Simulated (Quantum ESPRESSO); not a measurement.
# InP (F-43m) in Quantum ESPRESSO: settings compared, part 2 of 3

Quantum ESPRESSO 7.5. The steps go on from the part before.

### 3 Phonons, PBE

Contents of pw.in:

```
&CONTROL
  calculation = 'scf'
  prefix = 'pwscf'
  outdir = './tmp'
  pseudo_dir = './pseudo'
  tprnfor = .true.
  tstress = .true.
  disk_io = 'low'
/
&SYSTEM
  ibrav = 0
  nat = 2
  ntyp = 2
  ecutwfc = 63
  nbnd = 15
  occupations = 'smearing'
  smearing = 'fd'
  degauss = 0.00367493
/
&ELECTRONS
  conv_thr = 4d-10
  electron_maxstep = 120
  mixing_beta = 0.5
/
ATOMIC_SPECIES
In   114.8180 49_In_13_2.5_3.1_pbe_n_v1.0.upf
P     30.9738 15_P_5_1.8_1.9_pbe_n_v1.0.upf
CELL_PARAMETERS bohr
   0.0000000000    5.5378424082    5.5378424082
   5.5378424082    0.0000000000    5.5378424082
   5.5378424082    5.5378424082    0.0000000000
ATOMIC_POSITIONS bohr
In     0.0000000000    0.0000000000    0.0000000000
P      8.3067636123    8.3067636123    8.3067636123
K_POINTS automatic
4 4 4 1 1 1
```

Contents of gamma.in:

```
&CONTROL
  calculation = 'bands'
  prefix = 'pwscf'
  outdir = './tmp'
  pseudo_dir = './pseudo'
  disk_io = 'low'
  verbosity = 'high'
/
&SYSTEM
  ibrav = 0
  nat = 2
  ntyp = 2
  ecutwfc = 63
  nbnd = 15
  occupations = 'smearing'
  smearing = 'fd'
  degauss = 0.00367493
/
&ELECTRONS
  conv_thr = 1d-08
  electron_maxstep = 120
  mixing_beta = 0.5
  diago_full_acc = .true.
  startingwfc = 'random'
/
ATOMIC_SPECIES
In   114.8180 49_In_13_2.5_3.1_pbe_n_v1.0.upf
P     30.9738 15_P_5_1.8_1.9_pbe_n_v1.0.upf
CELL_PARAMETERS bohr
   0.0000000000    5.5378424082    5.5378424082
   5.5378424082    0.0000000000    5.5378424082
   5.5378424082    5.5378424082    0.0000000000
ATOMIC_POSITIONS bohr
In     0.0000000000    0.0000000000    0.0000000000
P      8.3067636123    8.3067636123    8.3067636123
K_POINTS crystal
1
0.0 0.0 0.0 1
```

Contents of scf2.in:

```
&CONTROL
  calculation = 'scf'
  prefix = 'pwscf'
  outdir = './tmp'
  pseudo_dir = './pseudo'
  tprnfor = .true.
  tstress = .true.
  disk_io = 'low'
/
&SYSTEM
  ibrav = 0
  nat = 2
  ntyp = 2
  ecutwfc = 63
  nbnd = 15
  occupations = 'fixed'
/
&ELECTRONS
  conv_thr = 1d-13
  electron_maxstep = 120
  mixing_beta = 0.5
  startingpot = 'file'
/
ATOMIC_SPECIES
In   114.8180 49_In_13_2.5_3.1_pbe_n_v1.0.upf
P     30.9738 15_P_5_1.8_1.9_pbe_n_v1.0.upf
CELL_PARAMETERS bohr
   0.0000000000    5.5378424082    5.5378424082
   5.5378424082    0.0000000000    5.5378424082
   5.5378424082    5.5378424082    0.0000000000
ATOMIC_POSITIONS bohr
In     0.0000000000    0.0000000000    0.0000000000
P      8.3067636123    8.3067636123    8.3067636123
K_POINTS automatic
4 4 4 1 1 1
```

Contents of ph.in:

```
phonons of InP
&INPUTPH
  prefix = 'pwscf'
  outdir = './tmp'
  tr2_ph = 1d-18
  fildyn = 'dyn'
  niter_ph = 90
  alpha_mix(1) = 0.7
  epsil = True
/
0.0000000000 0.0000000000 0.0000000000
```

Contents of dynmat.in:

```
&INPUT
  fildyn = 'dyn'
  asr = 'crystal'
  lperm = .true.
  filout = 'dynmat.disp'
  fileig = 'dynmat.eig'
/
```

Contents of dynmat_lo.in:

```
&INPUT
  fildyn = 'dyn'
  asr = 'crystal'
  filout = 'dynmat_lo.disp'
  fileig = 'dynmat_lo.eig'
  q(1) = 0
  q(2) = 0
  q(3) = 1
/
```

Potentials or basis: SPMS 1.0 PBE.

Launch:

```sh
$ OMP_NUM_THREADS=1 pw.x -in pw.in > pw.out
$ OMP_NUM_THREADS=1 pw.x -in gamma.in > gamma.out
$ OMP_NUM_THREADS=1 pw.x -in scf2.in > scf2.out
$ OMP_NUM_THREADS=1 ph.x -in ph.in > ph.out
$ OMP_NUM_THREADS=1 dynmat.x -in dynmat.in > dynmat.out
$ OMP_NUM_THREADS=1 dynmat.x -in dynmat_lo.in > dynmat_lo.out
```

pw.out:

```text
This program is part of the open-source Quantum ESPRESSO suite
     for quantum simulation of materials; please cite
[... 9 lines left out ...]
     --------------------
     sticks:   dense  smooth     PW     G-vecs:    dense   smooth      PW
     Sum        1069    1069    313                22995    22995    3719

     Using Slab Decomposition

     bravais-lattice index     =            0
     lattice parameter (alat)  =       7.8317  a.u.
     unit-cell volume          =     339.6658 (a.u.)^3
     number of atoms/cell      =            2
     number of atomic types    =            2
     number of electrons       =        18.00
     number of Kohn-Sham states=           15
     kinetic-energy cutoff     =      63.0000  Ry
     charge density cutoff     =     252.0000  Ry
     scf convergence threshold =      4.0E-10
     mixing beta               =       0.5000
     number of iterations used =            8  plain     mixing
     Exchange-correlation= PBE
                           (   1   4   3   4   0   0   0)

     celldm(1)=   7.831692  celldm(2)=   0.000000  celldm(3)=   0.000000
     celldm(4)=   0.000000  celldm(5)=   0.000000  celldm(6)=   0.000000

[... 8 lines left out ...]
               b(3) = (  0.707107  0.707107 -0.707107 )

     PseudoPot. # 1 for In read from file:
     49_In_13_2.5_3.1_pbe_n_v1.0.upf
     Pseudo is Norm-conserving + core correction, Zval = 13.0
     Generated using ONCVPSP code by D. R. Hamann
     Using radial grid of 1966 points,  6 beta functions with:
                l(1) =   0
                l(2) =   0
                l(3) =   1
                l(4) =   1
                l(5) =   2
                l(6) =   2

     PseudoPot. # 2 for P  read from file:
     15_P_5_1.8_1.9_pbe_n_v1.0.upf
     Pseudo is Norm-conserving + core correction, Zval =  5.0
     Generated using ONCVPSP code by D. R. Hamann
     Using radial grid of 1300 points,  6 beta functions with:
                l(1) =   0
                l(2) =   0
                l(3) =   1
                l(4) =   1
                l(5) =   2
                l(6) =   2

     atomic species   valence    mass     pseudopotential
     In               13.00   114.81800     In( 1.00)
     P                 5.00    30.97380     P ( 1.00)

     24 Sym. Ops. (no inversion) found

   Cartesian axes

     site n.     atom                  positions (alat units)
         1        In     tau(   1) = (   0.0000000   0.0000000   0.0000000  )
         2        P      tau(   2) = (   1.0606602   1.0606602   1.0606602  )

     number of k points=    10  Fermi-Dirac smearing, width (Ry)=  0.0037
                       cart. coord. in units 2pi/alat
        k(    1) = (   0.0883883   0.0883883   0.0883883), wk =   0.0625000
        k(    2) = (   0.2651650   0.2651650  -0.0883883), wk =   0.1875000
        k(    3) = (  -0.2651650  -0.2651650   0.4419417), wk =   0.1875000
        k(    4) = (  -0.0883883  -0.0883883   0.2651650), wk =   0.1875000
        k(    5) = (   0.4419417   0.0883883   0.0883883), wk =   0.1875000
        k(    6) = (  -0.0883883  -0.4419417   0.6187184), wk =   0.3750000
        k(    7) = (   0.0883883  -0.2651650   0.4419417), wk =   0.3750000
        k(    8) = (  -0.6187184   0.0883883   0.0883883), wk =   0.1875000
        k(    9) = (   0.2651650   0.2651650   0.2651650), wk =   0.0625000
        k(   10) = (  -0.2651650  -0.2651650   0.7954951), wk =   0.1875000

     Dense  grid:    22995 G-vectors     FFT dimensions: (  40,  40,  40)

     Initial potential from superposition of free atoms

     starting charge      17.9960, renormalised to      18.0000
     Starting wfcs are   13 randomized atomic wfcs +    2 random wfcs

     Self-consistent Calculation

     iteration #  1     ecut=    63.00 Ry     beta= 0.50
     Davidson diagonalization with overlap
     ethr =  1.00E-02,  avg # of iterations =  4.8

     Threshold (ethr) on eigenvalues was too large:
     Diagonalizing with lowered threshold

     Davidson diagonalization with overlap
     ethr =  6.07E-04,  avg # of iterations =  1.5

     total energy              =    -136.75059892 Ry
     estimated scf accuracy    <       0.10588809 Ry

     iteration #  2     ecut=    63.00 Ry     beta= 0.50
     Davidson diagonalization with overlap
     ethr =  5.88E-04,  avg # of iterations =  2.0

     total energy              =    -136.77362376 Ry
     estimated scf accuracy    <       0.00650437 Ry

     iteration #  3     ecut=    63.00 Ry     beta= 0.50
     Davidson diagonalization with overlap
     ethr =  3.61E-05,  avg # of iterations =  6.3

     total energy              =    -136.77415572 Ry
     estimated scf accuracy    <       0.00128518 Ry

     iteration #  4     ecut=    63.00 Ry     beta= 0.50
     Davidson diagonalization with overlap
     ethr =  7.14E-06,  avg # of iterations =  1.8

     total energy              =    -136.77419930 Ry
     estimated scf accuracy    <       0.00002093 Ry

     iteration #  5     ecut=    63.00 Ry     beta= 0.50
     Davidson diagonalization with overlap
     ethr =  1.16E-07,  avg # of iterations =  3.3

     total energy              =    -136.77420855 Ry
     estimated scf accuracy    <       0.00000139 Ry

     iteration #  6     ecut=    63.00 Ry     beta= 0.50
     Davidson diagonalization with overlap
     ethr =  7.71E-09,  avg # of iterations =  2.1

     total energy              =    -136.77420886 Ry
     estimated scf accuracy    <       0.00000016 Ry

     iteration #  7     ecut=    63.00 Ry     beta= 0.50
     Davidson diagonalization with overlap
     ethr =  8.73E-10,  avg # of iterations =  2.0

     total energy              =    -136.77420892 Ry
     estimated scf accuracy    <       0.00000001 Ry

     iteration #  8     ecut=    63.00 Ry     beta= 0.50
     Davidson diagonalization with overlap
     ethr =  8.02E-11,  avg # of iterations =  2.9

     total energy              =    -136.77420892 Ry
     estimated scf accuracy    <          8.6E-10 Ry

     iteration #  9     ecut=    63.00 Ry     beta= 0.50
     Davidson diagonalization with overlap
     ethr =  4.78E-12,  avg # of iterations =  2.3

     End of self-consistent calculation

          k = 0.0884 0.0884 0.0884 (  2830 PWs)   bands (ev):

    -6.7047  -6.6791  -6.6791  -6.5371  -6.5371  -3.7629   6.0354   7.3912
     7.3912   9.2338  11.8285  11.9492  11.9492  16.3753  16.3753

          k = 0.2652 0.2652-0.0884 (  2869 PWs)   bands (ev):

    -6.7701  -6.6539  -6.6509  -6.5399  -6.5285  -2.9151   3.5155   5.8675
     6.9735  10.0887  12.3593  12.5171  13.1181  15.5704  17.2805

          k =-0.2652-0.2652 0.4419 (  2876 PWs)   bands (ev):

    -6.8052  -6.6443  -6.6377  -6.5341  -6.5220  -2.1586   2.0058   5.7902
     6.3533   9.9092  12.0016  12.9205  14.5983  16.8608  18.2425

          k =-0.0884-0.0884 0.2652 (  2863 PWs)   bands (ev):

    -6.7523  -6.6585  -6.6554  -6.5473  -6.5272  -3.3143   4.6037   6.6427
     6.6613  10.1921  11.1555  12.9506  13.0071  15.1200  17.0397

          k = 0.4419 0.0884 0.0884 (  2870 PWs)   bands (ev):

    -6.8143  -6.6235  -6.6194  -6.5646  -6.5146  -2.5224   3.1834   5.5652
     5.8658  10.0804  10.9331  13.7647  14.4667  16.0844  18.0305

          k =-0.0884-0.4419 0.6187 (  2869 PWs)   bands (ev):

    -6.8332  -6.6244  -6.5978  -6.5589  -6.5194  -1.6450   2.0514   4.4634
     5.3241  10.7588  11.9871  13.4356  15.0835  16.4291  18.7157

          k = 0.0884-0.2652 0.4419 (  2865 PWs)   bands (ev):

    -6.8069  -6.6392  -6.6239  -6.5483  -6.5219  -2.2470   2.5848   5.0327
     6.1302  10.7845  11.7922  12.8783  14.2859  16.2252  18.4294

          k =-0.6187 0.0884 0.0884 (  2873 PWs)   bands (ev):

    -6.8537  -6.5986  -6.5913  -6.5769  -6.5075  -1.7098   2.0588   4.9169
     5.4175   9.6727  10.5215  15.4331  15.9478  17.1845  18.4813

          k = 0.2652 0.2652 0.2652 (  2869 PWs)   bands (ev):

    -6.7858  -6.6518  -6.6518  -6.5279  -6.5279  -2.6032   2.5451   6.7194
     6.7194   9.1673  12.4355  12.4355  14.2619  16.5437  17.0997

          k =-0.2652-0.2652 0.7955 (  2869 PWs)   bands (ev):

    -6.8169  -6.6333  -6.6180  -6.5433  -6.5274  -1.8729   2.1290   4.4970
     6.0994  10.3300  12.5003  13.8252  14.4086  16.2199  16.8078

     the Fermi energy is     8.2905 ev

!    total energy              =    -136.77420892 Ry
     estimated scf accuracy    <          8.3E-12 Ry
     smearing contrib. (-TS)   =      -0.00000000 Ry
     internal energy E=F+TS    =    -136.77420892 Ry

     The total energy is F=E-TS. E is the sum of the following terms:
     one-electron contribution =     -38.71390116 Ry
     hartree contribution      =      30.67820816 Ry
     xc contribution           =     -39.01811171 Ry
     ewald contribution        =     -89.72040420 Ry

     convergence has been achieved in   9 iterations

     Forces acting on atoms (cartesian axes, Ry/au):

     atom    1 type  1   force =    -0.00000000    0.00000000    0.00000000
     atom    2 type  2   force =     0.00000000   -0.00000000   -0.00000000

     Total force =     0.000000     Total SCF correction =     0.000000

     Computing stress (Cartesian axis) and pressure

          total   stress  (Ry/bohr**3)                   (kbar)     P=       35.26
   0.00023971   0.00000000   0.00000000           35.26        0.00        0.00
   0.00000000   0.00023971   0.00000000            0.00       35.26        0.00
   0.00000000   0.00000000   0.00023971            0.00        0.00       35.26

=------------------------------------------------------------------------------=
   JOB DONE.
=------------------------------------------------------------------------------=
```

Wall time 3 min (1 thread of Intel Xeon Platinum 8259CL at 2.50GHz (Skylake/Cascade Lake), shared host); peak memory 0.07 GiB.

Results:

- Free energy: -1860.9079 eV
- Pressure after relaxing: 3.5 GPa
- Electronic dielectric tensor (diagonal): 11.51
- Born charges (mean of the diagonal): In +2.54; P -2.62 e
- Highest phonon frequency at Γ, LO-TO splitting left out: 305 cm⁻¹
- Static dielectric tensor (diagonal): 14.38

Phonon frequencies in cm⁻¹ (negative: imaginary):
| q point | frequencies |
| --- | --- |
| (0.000, 0.000, 0.000) | -1 -1 -1 305 305 305 |

Electronic dielectric tensor:
```
11.51  0.00  0.00
 0.00 11.51  0.00
 0.00  0.00 11.51
```

Born effective charge tensors (e):
atom 1, In
```
2.54 0.00 0.00
0.00 2.54 0.00
0.00 0.00 2.54
```
atom 2, P
```
-2.62  0.00  0.00
 0.00 -2.62  0.00
 0.00  0.00 -2.62
```

Optical modes at Γ, degenerate ones joined, polar ones without the macroscopic field:
```csv
cm⁻¹,components,symmetry,active in,"IR intensity, summed ((D/Å)²/amu)"
305,3,T2,IR and Raman,18.85
```

Zone-centre frequencies without and with the macroscopic field along z (cm⁻¹):
|  | optical modes in rising order |
| --- | --- |
| without | 305 305 305 |
| with the field | 305 305 341 |

Static dielectric tensor, electrons and zone-centre modes:
```
14.38  0.00  0.00
 0.00 14.38  0.00
 0.00  0.00 14.38
```

Caveat: the mesh is thin for the dielectric tensor, Born charges and intensities, which usually come out too large; the cell is more than 3 GPa from zero pressure, which shifts response properties; the Born charges break their sum rule by 0.08 e, a sign of too thin a mesh.

(Continued in part 3 of 3.)
